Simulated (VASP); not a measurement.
Here is the system:

```yaml
crystal:
  lattice:
    - [0.00000, 2.84322, 2.84322]
    - [2.84322, 0.00000, 2.84322]
    - [2.84322, 2.84322, 0.00000]
  atoms:
    - { symbol: Li, position: [0.00000, 0.00000, 0.00000] }
    - { symbol: I, position: [0.50000, 0.50000, 0.50000] }
```

These are LDA (Ceperley-Alder, Perdew-Zunger), VASP's LDA PAW potentials (set 64) (plane waves; VASP) values and carry that method's errors. Run with 520 eV cut-off, 8×8×8 Γ-centred mesh, Gaussian smearing of 0.050 eV, potentials Li_sv I.

**Question.** Estimate the energy per atom (σ→0), pressure.

**Answer.** 
```
Property                        Value
---------------------  --------------
energy per atom (σ→0)  -3.272 eV/atom
pressure                     1.85 GPa
```

The compound is LiI in the rock salt structure. This cell is one point of a volume scan, at 0.94 of the reference volume.
